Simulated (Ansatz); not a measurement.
# SiO2: the cost of one run

Method: DFT PBE, scalar-relativistic, plane waves, PAW, in Ansatz 0.2.0.

**1. The starting structure**

Symmetry: I4_1/amd, No. 141, tetragonal system. Conventional cell: a = 3.312 Å, b = 3.312 Å, c = 9.284 Å, α = 90.00°, β = 90.00°, γ = 90.00°. Si (site symmetry -4m2) is surrounded by 6 O at 1.73 to 1.83 Å. O (site symmetry 2mm) has 3 Si at 1.73 to 1.83 Å as nearest neighbours.

As a file:

```
Si O
1.0
    -1.65617    1.65617    4.64179
     1.65617   -1.65617    4.64179
     1.65617    1.65617   -4.64179
Si O
2 4
Direct
  0.00000 0.00000 0.00000
  0.75000 0.25000 0.50000
  0.80262 0.80262 0.00000
  0.94738 0.44738 0.50000
  0.55262 0.05262 0.50000
  0.19738 0.19738 0.00000
```

A structure generator made this guess: 3-, 6-connected net, the two elements on its two kinds of vertex (I4_1/amd, No. 141). The dimensions are guesses.

**2. The guess as it stands, on a coarse mesh**

Input file input.yaml:

```yaml
crystal:
  lattice:
    - [-1.65616803, 1.65616803, 4.64178881]
    - [1.65616803, -1.65616803, 4.64178881]
    - [1.65616803, 1.65616803, -4.64178881]
  atoms:
    - { symbol: Si, position: [0.0, 0.0, 0.0] }
    - { symbol: Si, position: [0.75, 0.25, 0.5] }
    - { symbol: O, position: [0.80262399, 0.80262399, 0.0] }
    - { symbol: O, position: [0.94737601, 0.44737601, 0.5] }
    - { symbol: O, position: [0.55262399, 0.05262399, 0.5] }
    - { symbol: O, position: [0.19737601, 0.19737601, 0.0] }
basis:
  ecutwfc: 420
kpoints:
  mp_grid: { grid: [8, 8, 8] }
hamiltonian:
  xc: pbe
scf:
  occupations: { method: gaussian, width: 0.1 }
  lower_state_search: "off"
output:
  forces: true
  stress: true
  eigenvalues: true
```

Started as:

```console
> ansatz run input.yaml --threads 1 --pin off --max-ram 2560MiB --backend cpu --events-out ev --progress --plain --runs-dir out
```

**Question.** How long does this run take on 1 thread of Intel Xeon Platinum 8259CL at 2.50GHz (Skylake/Cascade Lake), shared host, and how much memory does it need?

About 5 s, with a peak of 0.39 GiB.
